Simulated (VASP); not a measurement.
# Ru (P6_3/mmc) in VASP: notebook

The runs below take Ru through single point, with PBEsol.

All numbers are computed with VASP 6.6.1; they aren't measurements. Logs are shortened: lines on timing, memory, paths and dates and some standing lists are left out, and cuts for length are marked.

## Step 1: The undisturbed crystal

The structure is hexagonal, space group P6_3/mmc (No. 194). The conventional cell has a = 2.706 Å, b = 2.706 Å, c = 4.282 Å, α = 90.00°, β = 90.00°, γ = 120.00°. Ru (site symmetry -6m2) is surrounded by 12 Ru at 2.65 to 2.71 Å.

## Step 2: Single point, PBEsol (grid = ENCUT=400 dk=0.35 cell=3x3x2 ISMEAR=1 SIGMA=0.1 LREAL=Auto EDIFF=1e-06)

Contents of INCAR:

```
  PREC = Accurate
  ENCUT = 400
  EDIFF = 1E-6
  ISMEAR = 1
  SIGMA = 0.1
  LREAL = Auto
  LASPH = T
  NELM = 120
  ALGO = Fast
  ISIF = 2
  LWAVE = F
  LCHARG = F
  GGA = PS
  NBANDS = 287
```

Contents of KPOINTS:

```
Automatic mesh
0
Gamma
  3 3 3
```

Contents of POSCAR:

```
Ru
1.0
    8.1174000000      0.0000000000      0.0000000000
   -4.0587000000      7.0298746128      0.0000000000
    0.0000000000      0.0000000000      8.5638000000
Ru
36
Direct
    0.2222222222      0.1111111111      0.3750000000
    0.2222222222      0.1111111111      0.8750000000
    0.2222222222      0.4444444444      0.3750000000
    0.2222222222      0.4444444444      0.8750000000
    0.2222222222      0.7777777778      0.3750000000
    0.2222222222      0.7777777778      0.8750000000
    0.5555555556      0.1111111111      0.3750000000
    0.5555555556      0.1111111111      0.8750000000
    0.5555555556      0.4444444444      0.3750000000
    0.5555555556      0.4444444444      0.8750000000
    0.5555555556      0.7777777778      0.3750000000
    0.5555555556      0.7777777778      0.8750000000
    0.8888888889      0.1111111111      0.3750000000
    0.8888888889      0.1111111111      0.8750000000
    0.8888888889      0.4444444444      0.3750000000
    0.8888888889      0.4444444444      0.8750000000
    0.8888888889      0.7777777778      0.3750000000
    0.8888888889      0.7777777778      0.8750000000
    0.1111111111      0.2222222222      0.1250000000
    0.1111111111      0.2222222222      0.6250000000
    0.1111111111      0.5555555556      0.1250000000
    0.1111111111      0.5555555556      0.6250000000
    0.1111111111      0.8888888889      0.1250000000
    0.1111111111      0.8888888889      0.6250000000
    0.4444444444      0.2222222222      0.1250000000
    0.4444444444      0.2222222222      0.6250000000
    0.4444444444      0.5555555556      0.1250000000
    0.4444444444      0.5555555556      0.6250000000
    0.4444444444      0.8888888889      0.1250000000
    0.4444444444      0.8888888889      0.6250000000
    0.7777777778      0.2222222222      0.1250000000
    0.7777777778      0.2222222222      0.6250000000
    0.7777777778      0.5555555556      0.1250000000
    0.7777777778      0.5555555556      0.6250000000
    0.7777777778      0.8888888889      0.1250000000
    0.7777777778      0.8888888889      0.6250000000
```

Potentials or basis: VASP PAW PBE potentials, release 64 (Ru_pv).

Started as:

```
$ cat potpaw_PBE.64/Ru_pv/POTCAR > POTCAR
$ mpirun -np 1 vasp_std > vasp.out
```

OUTCAR:

```text
PREC = Accurate
   ENCUT = 400
   EDIFF = 1E-6
   ISMEAR = 1
   LREAL = Auto
   LASPH = T
   NELM = 120
   ISIF = 2
   GGA = PS

 Found      6 irreducible k-points:

 Following reciprocal coordinates:
            Coordinates               Weight
  0.000000  0.000000  0.000000      1.000000
  0.333333  0.000000  0.000000      6.000000
  0.333333  0.333333  0.000000      2.000000
  0.000000  0.000000  0.333333      2.000000
  0.333333  0.000000  0.333333     12.000000
  0.333333  0.333333  0.333333      4.000000
   k-points           NKPTS =      6   k-points in BZ     NKDIM =      6   number of bands    NBANDS=    287
   number of dos      NEDOS =    301   number of ions     NIONS =     36
   total plane-waves  NPLWV = 163296
   dimension x,y,z NGX =    54 NGY =   54 NGZ =   56
   dimension x,y,z NGXF=   108 NGYF=  108 NGZF=  112
   ions per type =              36
   NGX,Y,Z   is equivalent  to a cutoff of  11.06, 11.06, 10.87 a.u.
   NGXF,Y,Z  is equivalent  to a cutoff of  22.12, 22.12, 21.74 a.u.
 SYSTEM =  unknown system
   PREC   = accura    normal or accurate (medium, high low for compatibility)
   ISTART =      0    job   : 0-new  1-cont  2-samecut
   ICHARG =      2    charge: 1-file 2-atom 10-const
   ISPIN  =      1    spin polarized calculation?
   LNONCOLLINEAR =      F non collinear calculations
   LSORBIT =      F    spin-orbit coupling
   LASPH  =      T    aspherical Exc in radial PAW
   ENCUT  =  400.0 eV  29.40 Ry    5.42 a.u.  13.24 13.24 13.97*2*pi/ulx,y,z
   NELM   =    120;   NELMIN=  2; NELMDL= -5     # of ELM steps
   EDIFF  = 0.1E-05   stopping-criterion for ELM
   LREAL  =      T    real-space projection
   EDIFFG = 0.1E-04   stopping-criterion for IOM
   NSW    =      0    number of steps for IOM
   IBRION =     -1    ionic relax: 0-MD 1-quasi-New 2-CG
   NFREE  =      0    steps in history (QN), initial steepest desc. (CG)
   ISIF   =      2    stress and relaxation
   ISYM   =      2    0-nonsym 1-usesym 2-fastsym
   POTIM  = 0.5000    time-step for ionic-motion
   TEBEG  =    0.0;   TEEND  =   0.0 temperature during run
   PSTRESS=    0.0 pullay stress
   NELECT =     504.0000    total number of electrons
   NUPDOWN=      -1.0000    fix difference up-down
   EMIN   =  10.00;   EMAX   =-10.00  energy-range for DOS
   EFERMI =   0.00;   METHOD = LEGACY
   ISMEAR =     1;   SIGMA  =   0.10  broadening in eV -4-tet -1-fermi 0-gaus
   EFERMI_NEDOS =   21; number of points for ismear=-14 and -15
   IALGO  =     68    algorithm
   IMIX   =      4    mixing-type and parameters
     AMIX     =   0.40;   BMIX     =  1.00
     AMIX_MAG =   1.60;   BMIX_MAG =  1.00
  volume/ion in A,a.u.               =      13.57        91.61
  Fermi-wavevector in a.u.,A,eV,Ry     =   1.654022  3.125649 37.222674  2.735789
  Thomas-Fermi vector in A             =   2.742361
   LORBIT       =      0    0 simple, 1 ext, 2 COOP (PROOUT), +10 PAW based schemes
   GGA     = PS    functional components
   LHFCALC =     F    Hartree Fock is set to
   AEXX    =    0.0000 exact exchange contribution
   IVDW    =     0    specifies the selected vdW correction
   LEPSILON=     F    determine dielectric tensor
   LRPA    =     F    only Hartree local field effects (RPA)
 non-spin polarized calculation
 RMM-DIIS sequential band-by-band and
 Methfessel and Paxton  Order N= 1 SIGMA  =   0.10
  energy-cutoff  :      400.00
  volume of cell :      488.69
 maximum number of plane-waves:      8889
 NGX is ok and might be reduce to    54
   NGX = 27   NGY = 27   NGZ = 27

 number of electron     504.0000132 magnetization

 Free energy of the ion-electron system (eV)
  ---------------------------------------------------
  ext. energy  EPLUGINS =         0.00000000
  ---------------------------------------------------
  free energy    TOTEN  =      -366.30947952 eV

  energy without entropy =     -366.33445151  energy(sigma->0) =     -366.31780352

 E-fermi :  12.7770     XC(G=0): -14.2823

 val. band max:       12.7746625253   @ k =   0.3333   0.3333   0.3333
 cond. band min:      12.8546878284   @ k =   0.3333   0.0000   0.3333
 fundamental gap:      0.0800253031
 Fermi energy:        12.7769952632

 k-point     1 :       0.0000    0.0000    0.0000
  band No.  band energies     occupation
      1     -30.8906      2.00000
      2     -30.6585      2.00000
      3     -30.6585      2.00000
      4     -30.6585      2.00000
      5     -30.6585      2.00000
      6     -30.6442      2.00000
[... 256 lines left out ...]
    263      13.3642     -0.00000
    264      13.3642     -0.00000

 k-point     2 :       0.3333    0.0000    0.0000
  band No.  band energies     occupation
      1     -30.8491      2.00000
      2     -30.7808      2.00000
      3     -30.7808      2.00000
      4     -30.7336      2.00000
      5     -30.7104      2.00000
      6     -30.7104      2.00000
[... 256 lines left out ...]
    263      13.4195     -0.00000
    264      13.5535     -0.00000

 k-point     3 :       0.3333    0.3333    0.0000
  band No.  band energies     occupation
      1     -30.7732      2.00000
      2     -30.7732      2.00000
      3     -30.7732      2.00000
      4     -30.7732      2.00000
      5     -30.7732      2.00000
      6     -30.7732      2.00000
[... 256 lines left out ...]
    263      13.8903     -0.00000
    264      13.8907     -0.00000

 k-point     4 :       0.0000    0.0000    0.3333
  band No.  band energies     occupation
      1     -30.8180      2.00000
      2     -30.6921      2.00000
      3     -30.6921      2.00000
      4     -30.6921      2.00000
      5     -30.6921      2.00000
      6     -30.6921      2.00000
[... 256 lines left out ...]
    263      13.2350     -0.00000
    264      13.2350     -0.00000

 k-point     5 :       0.3333    0.0000    0.3333
  band No.  band energies     occupation
      1     -30.8036      2.00000
      2     -30.7840      2.00000
      3     -30.7534      2.00000
      4     -30.7336      2.00000
      5     -30.7336      2.00000
      6     -30.6996      2.00000
[... 256 lines left out ...]
    263      13.2955     -0.00000
    264      13.2955     -0.00000

 k-point     6 :       0.3333    0.3333    0.3333
  band No.  band energies     occupation
      1     -30.7903      2.00000
      2     -30.7903      2.00000
      3     -30.7903      2.00000
      4     -30.7409      2.00000
      5     -30.7409      2.00000
      6     -30.7409      2.00000
[... 256 lines left out ...]
    263      13.5078     -0.00000
    264      13.5078     -0.00000
 [bands above 264 left out]

------------------------ aborting loop because EDIFF is reached ----------------------------------------

  FORCE on cell =-STRESS in cart. coord.  units (eV):
  Direction    XX          YY          ZZ          XY          YZ          ZX
  --------------------------------------------------------------------------------------
  -------------------------------------------------------------------------------------
  Total      -22.2685261    -22.2685261    -23.7114072      0.0000000     -0.0000000     -0.0000000
  in kB      -73.0080943    -73.0080943    -77.7386276      0.0000000     -0.0000000     -0.0000000
  external PRESSURE =     -74.5849387 kB  Pullay stress =       0.0000000 kB

 VOLUME and BASIS-vectors are now :
 -----------------------------------------------------------------------------
  energy-cutoff  :      400.00
  volume of cell :      488.69
      direct lattice vectors                 reciprocal lattice vectors
     8.117400000  0.000000000  0.000000000     0.123192155  0.071125024  0.000000000
    -4.058700000  7.029874613  0.000000000     0.000000000  0.142250048  0.000000000
     0.000000000  0.000000000  8.563800000     0.000000000  0.000000000  0.116770592

 POSITION                                       TOTAL-FORCE (eV/Angst)
 -----------------------------------------------------------------------------------
      1.35290      0.78110      3.21143         0.000000     -0.000000     -0.000000
      1.35290      0.78110      7.49333         0.000000     -0.000000     -0.000000
      0.00000      3.12439      3.21143         0.000000     -0.000000     -0.000000
      0.00000      3.12439      7.49333         0.000000     -0.000000      0.000000
     -1.35290      5.46768      3.21143         0.000000     -0.000000     -0.000000
     -1.35290      5.46768      7.49333         0.000000     -0.000000     -0.000000
[... 28 lines left out ...]
      2.70580      6.24878      1.07048        -0.000000      0.000000     -0.000000
      2.70580      6.24878      5.35238        -0.000000      0.000000      0.000000
 -----------------------------------------------------------------------------------
    total drift:                                0.000000      0.000000      0.000000

  FREE ENERGIE OF THE ION-ELECTRON SYSTEM (eV)
  ---------------------------------------------------
  free  energy   TOTEN  =      -366.3094795216 eV

  energy  without entropy=     -366.3344515101  energy(sigma->0) =     -366.31780352
```

Run time: 15 min. Hardware: 1 thread of Intel Xeon 6975P-C (Granite Rapids), shared host; peak memory 0.62 GiB.

These settings aren't checked as converged: the numbers below hold their error.

Results:

* Free energy: -366.3095 eV
* Pressure: -7.5 GPa
* Band gap on the k mesh: none (metal or under the smearing width)

Caveat: the PAW data sets were made with another functional, which shifts forces and pressure a little.

## Step 3: Single point, PBEsol (grid = ENCUT=400 dk=0.35 cell=3x3x2 ISMEAR=1 SIGMA=0.2 LREAL=Auto EDIFF=1e-06)

INCAR, as its differences from that of step 2:

```diff
@@ -4,3 +4,3 @@
   ISMEAR = 1
-  SIGMA = 0.1
+  SIGMA = 0.2
   LREAL = Auto
```

KPOINTS is that of step 2.

POSCAR is that of step 2.

Potentials or basis: VASP PAW PBE potentials, release 64 (Ru_pv).

Started as:

```
$ cat potpaw_PBE.64/Ru_pv/POTCAR > POTCAR
$ mpirun -np 1 vasp_std > vasp.out
```

Run time: 15 min. Hardware: 1 thread of Intel Xeon 6975P-C (Granite Rapids), shared host; peak memory 0.62 GiB.

These settings aren't checked as converged: the numbers below hold their error.

Results:

```yaml
Free_energy: -366.2752 eV
Pressure: -7.5 GPa
Band_gap_on_the_k_mesh: none (metal or under the smearing width)
```

Caveat: the PAW data sets were made with another functional, which shifts forces and pressure a little.

## Step 4: For comparison

An earlier run on the cell as given: functional PBE; potentials or basis VASP PAW PBE potentials, release 64 (Ru_pv); cutoff 520 eV; k mesh 11 × 11 × 6; occupations fermi-dirac, width 0.05 eV; no spin polarisation.

* Pressure: 4.5 GPa
* Band gap on the k mesh: none (metal or under the smearing width)
